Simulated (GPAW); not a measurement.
# TiCo (Pm-3m) in GPAW: notebook

Runs on TiCo. Level: LDA. Tasks: single point.

Program: GPAW 26.7.0. These are calculated values, not measurements. Logs are shortened: lines on timing, memory, paths and dates and some standing lists are left out, and cuts for length are marked. The log counts tension as positive stress, the text compression.

## 1. The crystal as given

It takes space group Pm-3m (No. 221, cubic). Conventional cell: a = 2.986 Å, b = 2.986 Å, c = 2.986 Å, α = 90.00°, β = 90.00°, γ = 90.00°. Co (site symmetry m-3m) has 8 Ti at 2.59 Å as nearest neighbours. Ti (site symmetry m-3m) is surrounded by 8 Co at 2.59 Å.

The cell comes from a database or a generator and needn't be the stable form of this composition.

## 2. Single point, LDA

File run.py:

```python
from ase.dft.bandgap import bandgap
from ase.io import read, write
from ase.units import GPa
from gpaw import GPAW, PW

atoms = read('POSCAR')

calc = GPAW(mode=PW(600),
            xc='LDA',
            kpts={'size': (9, 9, 9), 'gamma': True},
            occupations={'name': 'fermi-dirac', 'width': 0.05},
            nbands=23,
            convergence={'density': 1e-05, 'energy': 1e-05},
            maxiter=150,
            txt='gpaw.txt')
atoms.calc = calc
energy = atoms.get_potential_energy()
forces = atoms.get_forces()
stress = atoms.get_stress()
calc.write('gs.gpw')
write('result.traj', atoms)
print(f'Energy: {energy:.6f} eV')
print('Forces (eV/A):')
print(forces.round(4))
print('Stress (GPa):', (stress / GPa).round(3))
print('Fermi level:', round(calc.get_fermi_level(), 4), 'eV')
print(f'Gap: {bandgap(calc)[0]:.4f} eV, direct: {bandgap(calc, direct=True)[0]:.4f} eV')
```

File POSCAR:

```
TiCo
1.0
    2.9861109900      0.0000000000      0.0000000000
    0.0000000000      2.9861109900      0.0000000000
    0.0000000000      0.0000000000      2.9861109900
Co Ti
1 1
Direct
    0.5000000000      0.5000000000      0.5000000000
    0.0000000000      0.0000000000      0.0000000000
```

Potentials or basis: the program's PAW data sets (release 1.2.1) made for this functional, pw.

Command:

```
$ OMP_NUM_THREADS=1 python run.py
```

gpaw.txt:

```text
__  _  _
 | _ |_)|_||  |
 |__||  | ||/\| - 26.7.0

Input parameters:
  mode=PW(ecut=600.0),
  convergence={'density': 1e-05, 'energy': 1e-05},
  kpts=MonkhorstPack(size=(9, 9, 9), gamma=True),
  maxiter=150,
  nbands=23,
  occupations=Occupations(name='fermi-dirac', width=0.05),
  xc=XC(name='LDA')

Diagonalizing LCAO Hamiltonian
Converting LCAO to pw mode
   .------.
  /|      |
 * |      |
 | | Co   |
 | .------.
 |/      /
 Ti-----*

Atoms  # Å, Bohr magnetons
|   | symbol |        x |        y |        z |    initial magnetic moments |
|---|--------|----------|----------|----------|-----------------------------|
| 0 |     Co | 1.493055 | 1.493055 | 1.493055 | ( 0.0000,  0.0000,  0.0000) |
| 1 |     Ti | 0.000000 | 0.000000 | 0.000000 | ( 0.0000,  0.0000,  0.0000) |

Unit cell  # Å
| periodic |        x |        y |        z |  lengths |    angles |
|----------|----------|----------|----------|----------|-----------|
|      yes | 2.986111 | 0.000000 | 0.000000 | 2.986111 | 90.000000 |
|      yes | 0.000000 | 2.986111 | 0.000000 | 2.986111 | 90.000000 |
|      yes | 0.000000 | 0.000000 | 2.986111 | 2.986111 | 90.000000 |

Number of symmetries: 48
Symmetry operations  # r_c * U_cc + t_c -> r_c
|    | kind |            matrix            |
|----|------|------------------------------|
|  0 |  E   |  1, 0, 0,  0, 1, 0,  0, 0, 1 |
|  1 |  σ   |  1, 0, 0,  0, 1, 0,  0, 0,-1 |
|  2 |  σ   |  1, 0, 0,  0, 0, 1,  0, 1, 0 |
|  3 |  C4  |  1, 0, 0,  0, 0, 1,  0,-1, 0 |
|  4 |  C4  |  1, 0, 0,  0, 0,-1,  0, 1, 0 |
|  5 |  σ   |  1, 0, 0,  0, 0,-1,  0,-1, 0 |
|  6 |  σ   |  1, 0, 0,  0,-1, 0,  0, 0, 1 |
|  7 |  C2  |  1, 0, 0,  0,-1, 0,  0, 0,-1 |
|  8 |  σ   |  0, 1, 0,  1, 0, 0,  0, 0, 1 |
|  9 |  C2  |  0, 1, 0,  1, 0, 0,  0, 0,-1 |
| 10 |  C3  |  0, 1, 0,  0, 0, 1,  1, 0, 0 |
| 11 |  S6  |  0, 1, 0,  0, 0, 1, -1, 0, 0 |
| 12 |  S6  |  0, 1, 0,  0, 0,-1,  1, 0, 0 |
| 13 |  C3  |  0, 1, 0,  0, 0,-1, -1, 0, 0 |
| 14 |  C4  |  0, 1, 0, -1, 0, 0,  0, 0, 1 |
| 15 |  S4  |  0, 1, 0, -1, 0, 0,  0, 0,-1 |
| 16 |  C3  |  0, 0, 1,  1, 0, 0,  0, 1, 0 |
| 17 |  S6  |  0, 0, 1,  1, 0, 0,  0,-1, 0 |
| 18 |  σ   |  0, 0, 1,  0, 1, 0,  1, 0, 0 |
| 19 |  C4  |  0, 0, 1,  0, 1, 0, -1, 0, 0 |
| 20 |  C2  |  0, 0, 1,  0,-1, 0,  1, 0, 0 |
| 21 |  S4  |  0, 0, 1,  0,-1, 0, -1, 0, 0 |
| 22 |  S6  |  0, 0, 1, -1, 0, 0,  0, 1, 0 |
| 23 |  C3  |  0, 0, 1, -1, 0, 0,  0,-1, 0 |
| 24 |  S6  |  0, 0,-1,  1, 0, 0,  0, 1, 0 |
| 25 |  C3  |  0, 0,-1,  1, 0, 0,  0,-1, 0 |
| 26 |  C4  |  0, 0,-1,  0, 1, 0,  1, 0, 0 |
| 27 |  σ   |  0, 0,-1,  0, 1, 0, -1, 0, 0 |
| 28 |  S4  |  0, 0,-1,  0,-1, 0,  1, 0, 0 |
| 29 |  C2  |  0, 0,-1,  0,-1, 0, -1, 0, 0 |
| 30 |  C3  |  0, 0,-1, -1, 0, 0,  0, 1, 0 |
| 31 |  S6  |  0, 0,-1, -1, 0, 0,  0,-1, 0 |
| 32 |  C4  |  0,-1, 0,  1, 0, 0,  0, 0, 1 |
| 33 |  S4  |  0,-1, 0,  1, 0, 0,  0, 0,-1 |
| 34 |  S6  |  0,-1, 0,  0, 0, 1,  1, 0, 0 |
| 35 |  C3  |  0,-1, 0,  0, 0, 1, -1, 0, 0 |
| 36 |  C3  |  0,-1, 0,  0, 0,-1,  1, 0, 0 |
| 37 |  S6  |  0,-1, 0,  0, 0,-1, -1, 0, 0 |
| 38 |  σ   |  0,-1, 0, -1, 0, 0,  0, 0, 1 |
| 39 |  C2  |  0,-1, 0, -1, 0, 0,  0, 0,-1 |
| 40 |  σ   | -1, 0, 0,  0, 1, 0,  0, 0, 1 |
| 41 |  C2  | -1, 0, 0,  0, 1, 0,  0, 0,-1 |
| 42 |  C2  | -1, 0, 0,  0, 0, 1,  0, 1, 0 |
| 43 |  S4  | -1, 0, 0,  0, 0, 1,  0,-1, 0 |
| 44 |  S4  | -1, 0, 0,  0, 0,-1,  0, 1, 0 |
| 45 |  C2  | -1, 0, 0,  0, 0,-1,  0,-1, 0 |
| 46 |  C2  | -1, 0, 0,  0,-1, 0,  0, 0, 1 |
| 47 |  i   | -1, 0, 0,  0,-1, 0,  0, 0,-1 |

BZ-sampling:
  Number of BZ points: 729
  Number of IBZ points: 35

  Monkhorst-Pack size: [9, 9, 9]
  Monkhorst-Pack shift: [0, 0, 0]

K-points  # in reciprocal-cell coordinates
|     |                                coordinates |     weight |
|-----|--------------------------------------------|------------|
|   0 | (  0.00000000,   0.00000000,   0.00000000) | 0.00137174 |
|   1 | (  0.11111111,   0.00000000,   0.00000000) | 0.00823045 |
|   2 | (  0.11111111,   0.11111111,   0.00000000) | 0.01646091 |
|   3 | (  0.11111111,   0.11111111,   0.11111111) | 0.01097394 |
|   4 | (  0.22222222,   0.00000000,   0.00000000) | 0.00823045 |
|   5 | (  0.22222222,   0.11111111,   0.00000000) | 0.03292181 |
|   6 | (  0.22222222,   0.11111111,   0.11111111) | 0.03292181 |
|   7 | (  0.22222222,   0.22222222,   0.00000000) | 0.01646091 |
|   8 | (  0.22222222,   0.22222222,   0.11111111) | 0.03292181 |
|   9 | (  0.22222222,   0.22222222,   0.22222222) | 0.01097394 |
| ... |                                            |            |
|  34 | (  0.44444444,   0.44444444,   0.44444444) | 0.01097394 |

Plane wave coefficients: 905
Cutoff: 600.0 eV

Spin-components: 1 (collinear spins)
Bands:           23
Projectors:      12
Spin-degeneracy: 2
Datatype:        complex128

Parallelization:
  kpt:    1
  domain: 1
  band:   1

Density:
  Valence electrons: 21.0
  Components: 1
  Grid points: [18 18 18]
  Charge: 0.0  # |e|

Potential:
  Grid points: [18 18 18]

species:
  Co:
    name:    Cobalt
    Z:       27.0
    valence: 9
    core:    18
    charge:  0.0  # [|e|]
    compensation charges:
      type: gauss
      rc: 0.32  # [Å]
      lmax: 2
    cutoffs:
      filter: 1.87  # [Å]
      core: 2.55  # [Å]
    projectors
    | kind |    occ | energy [eV] | rcut [Å] |
    |------|--------|-------------|----------|
    |   4s |  2.000 |      -5.672 |    1.005 |
    |   4p |  0.000 |      -1.387 |    1.058 |
    |   3d |  7.000 |      -8.461 |    1.005 |
    |    s |        |      21.539 |    1.005 |
    |    p |        |      25.825 |    1.058 |
    |    d |        |      18.750 |    1.005 |

    Using partial waves for Co as LCAO basis

  Ti:
    name:    Titanium
    Z:       22.0
    valence: 12
    core:    10
    charge:  0.0  # [|e|]
    compensation charges:
      type: gauss
      rc: 0.38  # [Å]
      lmax: 2
    cutoffs:
      filter: 2.23  # [Å]
      core: 1.02  # [Å]
    projectors
    | kind |    occ | energy [eV] | rcut [Å] |
    |------|--------|-------------|----------|
    |   3s |  2.000 |     -62.257 |    1.270 |
    |   4s |  2.000 |      -4.593 |    1.270 |
    |   3p |  6.000 |     -38.791 |    1.058 |
    |   4p |  0.000 |      -1.536 |    1.058 |
    |   3d |  2.000 |      -4.463 |    1.058 |
    |    d |        |      22.748 |    1.058 |

    Using partial waves for Ti as LCAO basis

Reference energy: -61012.215763  # eV

eigensolver:
  PPCG
  Converge bands: occupied
  niter=2

density mixing:
  MSR1-Mixer
  Pratt-step length: 0.05
  Maximum mixing coefficient: 0.75
  Old densities: 10
  SVD Regularization: 0.005
  Good broyden scale: 1.0
  Trust region scale: 1.0
  Backstep threshold: 4.0
  History deletion threshold: 6.0
  Fourier metric: weight=20.0, sigma=0.015

occupation numbers:
  Fermi-Dirac:
    width: 0.0500  # eV

poisson solver:
  ecut: 4800.0  # eV

xc functional:
  name: None

convergence criteria:
- Maximum integral of absolute [dens]ity change: 1e-05 electrons / valence electron
- Maximum [total energy] change in last 3 cyles: 1e-05 eV / valence electron
- Maximum integral of absolute [eigenst]ate change: 4e-08 eV^2 / valence electron
maximum number of iterations: 150

SCF iterations
|iter     | |      energy | eigst |  dens |
|---------|-|-------------|-------|-------|
|iter:   1| |  -19.072307 | +0.19 |       |
|iter:   2| |  -18.173485 | -1.89 | -0.96 |
|iter:   3| |  -17.858340 | -2.48 | -1.18 |
|iter:   4| |  -17.843644 | -1.91 | -1.36 |
|iter:   5| |  -17.670948 | -2.65 | -1.31 |
|iter:   6| |  -17.675227 | -3.83 | -2.11 |
|iter:   7| |  -17.679403 | -3.56 | -2.13 |
|iter:   8| |  -17.679258 | -4.57 | -2.59 |
|iter:   9| |  -17.679179 | -5.89 | -3.05 |
|iter:  10| |  -17.679195c| -6.37 | -3.69 |
|iter:  11| |  -17.679192c| -7.87c| -4.11 |
|iter:  12| |  -17.679192c| -7.74c| -4.79 |
|iter:  13| |  -17.679192c| -8.43c| -5.16c|

Converged in 13 steps
Energy contributions relative to reference atoms: (reference = -61012.215763)

Energy contributions:
  Kinetic:          11.015507
  Coulomb:         -10.461870
  Zero:             -0.023326
  External:          0.000000
  Xc:              -18.194464
  Entropy:          -0.030078
  Spinorbit:         0.000000
  ----------------------------
  Free energy:     -17.694231
  Extrapolated:    -17.679192

dipole moment: (-9.571095, -9.571095, -9.571095)  # |e|*Ang

Fermi level: 9.786
Eigenvalues  # (at kpt = [0.000, 0.000, 0.000])
| band index |      eig [eV] | occ [0-2] |
|------------|---------------|-----------|
|          0 |       -46.745 |     2.000 |
|        ... |               |           |
|          2 |       -23.168 |     2.000 |
|          3 |       -23.168 |     2.000 |
|          4 |         2.181 |     2.000 |
|          5 |         6.061 |     2.000 |
|          6 |         6.061 |     2.000 |
|          7 |         8.394 |     2.000 |
|          8 |         8.394 |     2.000 |
|          9 |         8.394 |     2.000 |
|         10 |        10.589 |     0.000 |
|         11 |        10.589 |     0.000 |
|         12 |        12.553 |     0.000 |
|         13 |        12.553 |     0.000 |
|         14 |        12.553 |     0.000 |
|         15 |        18.754 |     0.000 |
|         16 |        18.754 |     0.000 |
|         17 |        18.754 |     0.000 |
|        ... |               |           |
|         22 |        30.969 |     0.000 |

No gap
No difference between direct/indirect transitions

Forces  # eV/Ang
|       x |       y |       z |
|---------|---------|---------|
| 0.00000 | 0.00000 | 0.00000 |  # Co   0
| 0.00000 | 0.00000 | 0.00000 |  # Ti   1

Stress tensor  # eV/Ang^3
|        x |        y |        z |
|----------|----------|----------|
| 0.096844 | 0.000000 | 0.000000 |
| 0.000000 | 0.096844 | 0.000000 |
| 0.000000 | 0.000000 | 0.096844 |

# Writing to gs.gpw (mode='')
```

Wall time 11 s (1 thread of Intel Xeon 6975P-C (Granite Rapids), shared host); peak memory 0.15 GiB.

What came out:

```
Free energy            : -17.6942 eV
Pressure               : -15.5 GPa
Band gap on the k mesh : none (metal or under the smearing width)
```

## 3. Single point, LDA, collinear spin, ferromagnetic start

Edit run.py of step 2 so:

```diff
@@ -6,2 +6,3 @@
 atoms = read('POSCAR')
+atoms.set_initial_magnetic_moments([2.0, 1.0])
 
@@ -25,2 +26,3 @@
 print('Stress (GPa):', (stress / GPa).round(3))
+print('Moments:', calc.get_magnetic_moments().round(3))
 print('Fermi level:', round(calc.get_fermi_level(), 4), 'eV')
```

POSCAR is that of step 2.

Potentials or basis: the program's PAW data sets (release 1.2.1) made for this functional, pw.

Command:

```
$ OMP_NUM_THREADS=1 python run.py
```

It took 24 s on 1 thread of Intel Xeon 6975P-C (Granite Rapids), shared host; peak memory 0.17 GiB.

Results (log left out):

| Item | Value |
| --- | --- |
| Free energy | -17.7051 eV |
| Pressure | -15.1 GPa |
| Band gap on the k mesh | none (metal or under the smearing width) |
| Net moment | 0.48 μB per cell |
| Site moments | Co +0.51; Ti -0.01 μB |

Levels at points of the mesh, in eV from the Fermi level:
Spin up:
| k point | band 8 | band 9 | band 10 | band 11 | band 12 | band 13 |
| --- | --- | --- | --- | --- | --- | --- |
| (0.00, 0.00, 0.00) | -1.64 | -1.64 | -1.64 | 0.62 | 0.62 | 2.70 |
Spin down:
```csv
k point,band 7,band 8,band 9,band 10,band 11,band 12,band 13,band 14
"(0.00, 0.00, 0.00)",-3.65,-1.30,-1.30,-1.30,0.88,0.88,2.75,2.75
```

## 4. Single point, LDA, collinear spin, antiferromagnetic start

Edit run.py of step 3 so:

```diff
@@ -6,3 +6,3 @@
 atoms = read('POSCAR')
-atoms.set_initial_magnetic_moments([2.0, 1.0])
+atoms.set_initial_magnetic_moments([2.0, -1.0])
```

POSCAR is that of step 3.

Command:

```
$ OMP_NUM_THREADS=1 python run.py
```

It took 24 s on 1 thread of Intel Xeon 6975P-C (Granite Rapids), shared host; peak memory 0.17 GiB.

The run converged. Its results:

- Free energy: -17.7051 eV
- Pressure: -15.1 GPa
- Band gap on the k mesh: none (metal or under the smearing width)
- Net moment: 0.48 μB per cell
- Site moments: Co +0.51; Ti -0.01 μB

Levels at points of the mesh, in eV from the Fermi level:
Spin up:
| k point | band 8 | band 9 | band 10 | band 11 | band 12 | band 13 |
| --- | --- | --- | --- | --- | --- | --- |
| (0.00, 0.00, 0.00) | -1.64 | -1.64 | -1.64 | 0.62 | 0.62 | 2.70 |
Spin down:
```tsv
k point	band 8	band 9	band 10	band 11	band 12	band 13
(0.00, 0.00, 0.00)	-1.30	-1.30	-1.30	0.88	0.88	2.75
```

## 5. Overview

| spin | gap on the mesh (eV) | pressure (GPa) | moment (μB) |
| --- | --- | --- | --- |
| off | none | -15.5 | - |
| collinear, ferromagnetic start | none | -15.1 | 0.48 |
| collinear, antiferromagnetic start | none | -15.1 | 0.48 |

Alike in all rows: task single point; level LDA; potentials or basis the program's PAW data sets (release 1.2.1) made for this functional, pw; cell as given; k mesh 9 × 9 × 9; cutoff (eV) 600; smearing fermi-dirac 0.05 eV.

Every run on the cell as given and a fine mesh finds a metal.

Absolute energies hang on the potentials; compare differences alone.
